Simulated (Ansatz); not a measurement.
Recipe of this trial structure of C: 4-connected net of one element (Cmcm, No. 63). Its size is a rough estimate.

```cif
data_structure
_symmetry_space_group_name_H-M 'P 1'
_symmetry_Int_Tables_number 1
_cell_length_a 5.4477
_cell_length_b 5.4477
_cell_length_c 2.5190
_cell_angle_alpha 90.000
_cell_angle_beta 90.000
_cell_angle_gamma 103.512
_cell_volume 72.69
loop_
_atom_site_label
_atom_site_type_symbol
_atom_site_fract_x
_atom_site_fract_y
_atom_site_fract_z
_atom_site_occupancy
C1 C 0.24691 0.34321 0.75000 1
C2 C 0.34321 0.24691 0.25000 1
C3 C 0.58288 0.00475 0.75000 1
C4 C 0.72613 0.27387 0.75000 1
C5 C 0.37869 0.62131 0.75000 1
C6 C 0.27387 0.72613 0.25000 1
C7 C 0.41712 0.99525 0.25000 1
C8 C 0.62131 0.37869 0.25000 1
C9 C 0.75309 0.65679 0.25000 1
C10 C 0.00475 0.58288 0.25000 1
C11 C 0.99525 0.41712 0.75000 1
C12 C 0.65679 0.75309 0.75000 1
```

Method: DFT PBE, scalar-relativistic, plane waves, PAW (Ansatz 0.2.0). Cutoff 420 eV, Gaussian smearing, Γ-centred meshes. Cell and atoms relax first on a coarse mesh and then on a converged one. In between, the cell is made exact in the group found at 0.06 Å. The steps can't lower the symmetry of their start. No spin polarisation.

A guess keeps its type if space group and coordination stay and the shape of the cell changes little (axis ratios within about 15 %, angles within 6°); the volume may change.

Problem. Does this structure survive the relaxation?

Solution. It keeps its type. The symmetry stays Cmcm (No. 63). The volume per atom grows by 8.1 %, from 6.1 to 6.5 Å³. The shortest distance goes from 1.49 Å (C–C) to 1.53 Å (C–C). Counting neighbours within 15 % of an atom's shortest distance, the start has C 4 and the end C 4.

Energies count from the standard state of C at the same level.

Problem. At what energy does it end?

Solution. +0.439 eV/atom. So it is a metastable form at best.

The last run used a 4×4×10 mesh (in the run's order of axes) for its 12-atom cell and Gaussian smearing of 0.02 eV. The reference form of C is held partly by dispersion forces, which this level lacks. A structure relaxed within its symmetry needn't be a true minimum. Another cell of C relaxed alike, in P6_122, lies 193 meV/atom lower, so this cell isn't the stable form at this level.
